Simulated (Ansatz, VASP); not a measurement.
Al3Cu in VASP and in Ansatz

The input INCAR:

```
PREC = Accurate ; ENCUT = 520
EDIFF = 1E-6 ; ISMEAR = 0
SIGMA = 0.15 ; LREAL = False
LASPH = True ; NELM = 60
ALGO = Fast ; ISIF = 2
LWAVE = False ; LCHARG = False
NBANDS = 18
```

Contents of KPOINTS:

```
Automatic mesh
0
Gamma
  10 10 10
```

Contents of POSCAR:

```
Al3Cu
1.0
    3.3859336993      0.0000000000      0.0000000000
    0.0000000000      4.2340072620      0.0000000000
    0.0000000000      0.0000000000      3.9446985308
Al Cu
3 1
Direct
    0.0000000000      0.5000000000      0.5000000000
    0.5000000000      0.0000000000      0.5000000000
    0.5000000000      0.5000000000      0.0000000000
    0.0000000000      0.0000000000      0.0000000000
```

Input for Ansatz:

```yaml
crystal:
  lattice:
    - [3.3859336993, 0.0, 0.0]
    - [0.0, 4.234007262, 0.0]
    - [0.0, 0.0, 3.9446985308]
  atoms:
    - { symbol: Al, position: [0.0, 0.5, 0.5] }
    - { symbol: Al, position: [0.5, 0.0, 0.5] }
    - { symbol: Al, position: [0.5, 0.5, 0.0] }
    - { symbol: Cu, position: [0.0, 0.0, 0.0] }
basis:
  ecutwfc: 520.0
kpoints:
  mp_grid: { grid: [10, 10, 10] }
hamiltonian:
  xc: lda
  pseudopotentials: { kind: paw, azcp: { folder: soft_1 } }
scf:
  occupations: { method: gaussian, width: 0.15 }
output:
  forces: true
  stress: true
  eigenvalues: true
```

Change from the starting cell: strain +e along x and -e along y -0.1100, strain +e along z and -e/2 along x and y +0.0233.

Alike in both runs: task single point; functional LDA; k mesh 10 × 10 × 10; occupations gaussian, width 0.15 eV; no spin polarisation.

```csv
,VASP,Ansatz
version,VASP 6.6.1,Ansatz 0.2.0
potentials or method,"VASP PAW LDA potentials, release 64 (Al, Cu)","scalar-relativistic, plane waves, PAW"
plane-wave cutoff (eV),520,520
valence electrons in the cell,20,28
```

|  | VASP | Ansatz | Ansatz less VASP |
| --- | --- | --- | --- |
| gap on the k mesh at the Fermi level (eV) | none | none | - |
| pressure (GPa) | 2.7 | 2.6 | -0.14 |
| largest component of the traceless stress (GPa) | 6.41 | 6.40 | -0.007 |

A gap of «none» marks a metal or a gap that the smearing closes. The two sets of potentials don't hold the same shells in valence. Ansatz warned: «pseudo_functional_mismatch».
